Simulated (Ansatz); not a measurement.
# Contact densities of AlNi against volume

```yaml
crystal:
  lattice:
    - [2.88100, 0.00000, 0.00000]
    - [0.00000, 2.88100, 0.00000]
    - [0.00000, 0.00000, 2.88100]
  atoms:
    - { symbol: Al, position: [0.00000, 0.00000, 0.00000] }
    - { symbol: Ni, position: [0.50000, 0.50000, 0.50000] }
```

Atoms are numbered in the order listed.

The cell is COD entry 9008802, as deposited and not checked against the literature; nothing was relaxed.

All numbers below come from DFT, PBE, all-electron PAW with datasets made for the crystal, scalar-relativistic in Ansatz 0.2.0.

Sampling and basis: a Γ-centred 14×14×14 k mesh, Fermi–Dirac smearing of 0.03 eV, cutoff 280 eV (chosen by the program for this cell), spin-polarised from start moments Ni2 1.5 μB (the moments died away, and the run ended non-magnetic).

The contact density is the mean electron density over the nuclear volume; its changes set Mössbauer isomer shifts. Changes below are taken from the unscaled cell, where it is 10089.1 e/Å³ at Al1, 130475 e/Å³ at Ni2.

```
V/V(cell)  P (GPa)  Δρ(0) Al1 (e/Å³)  Δρ(0) Ni2 (e/Å³)  cell moment (μB)
   0.9600      9.5              0.00                 ?              0.00
   1.0000      2.0              0.00              0.00              0.00
   1.0400     -4.0              0.03                 ?              0.00
```

**Question.** Fill in "Δρ(0) Ni2 (e/Å³)" for the row "1.0400".

**Answer.** -1.28.

**Question.** What belongs in the row "0.9600", column "Δρ(0) Ni2 (e/Å³)"?

**Answer.** 1.37.

The datasets are made afresh for each cell, so very small changes are uncertain.
